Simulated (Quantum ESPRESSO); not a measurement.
AlN: dielectric tensor with WC

AlN:

```
CELL_PARAMETERS angstrom
3.11300 0.00000 0.00000
-1.55650 2.69594 0.00000
0.00000 0.00000 4.98100
ATOMIC_POSITIONS crystal
Al 0.66667 0.33333 0.50000
Al 0.33333 0.66667 0.00000
N 0.66667 0.33333 0.88000
N 0.33333 0.66667 0.38000
```

```yaml
Program: Quantum ESPRESSO 7.5
Task: dielectric tensor
Functional: WC
Potentials_or_basis: GBRV 1.5 PBE
Cutoff: 612 eV
Density_cutoff: 4898 eV
k_mesh: 8 × 8 × 4, shifted
Occupations: fermi-dirac, width 0.05 eV
Spin: no spin polarisation
Mixing_beta: 0.5
Most_SCF_iterations: 120
SCF_threshold: 8e-10 Ry
```

```
Pressure                                : 1.2 GPa
Largest force                           : 0.126 eV/Å
Electronic dielectric tensor (diagonal) : 4.53, 4.53, 4.72
Born charges (mean of the diagonal)     : Al +2.58; N -2.58 e
```

Forces on the atoms (eV/Å):
```
Al   0.000  0.000 -0.126
Al   0.000  0.000 -0.126
N    0.000  0.000  0.126
N    0.000  0.000  0.126
```

Stress tensor (GPa, compression positive):
```
0.64 0.00 0.00
0.00 0.64 0.00
0.00 0.00 2.35
```

Levels at points of the mesh, in eV from the valence-band top:
| k point | band 5 | band 6 | band 7 | band 8 | band 9 | band 10 | band 11 | band 12 |
| --- | --- | --- | --- | --- | --- | --- | --- | --- |
| (0.00, 0.00, 0.12) | -0.63 | -0.16 | 0.00 | 0.00 | 4.58 | 6.73 | 10.58 | 11.16 |

Electronic dielectric tensor:
```
4.53 0.00 0.00
0.00 4.53 0.00
0.00 0.00 4.72
```

Born effective charge tensors (e):
atom 1, Al
```
2.53 0.00 0.00
0.00 2.53 0.00
0.00 0.00 2.68
```
atom 2, Al
```
2.53 0.00 0.00
0.00 2.53 0.00
0.00 0.00 2.68
```
atom 3, N
```
-2.53  0.00  0.00
 0.00 -2.53  0.00
 0.00  0.00 -2.69
```
atom 4, N
```
-2.53  0.00  0.00
 0.00 -2.53  0.00
 0.00  0.00 -2.69
```

Wall time 34 s on 1 thread of Intel(R) Xeon(R) 6975P-C (Granite Rapids) (shared host), peak memory 0.08 GiB.

Caveat: the potentials were made for another functional, which shifts forces and pressure.
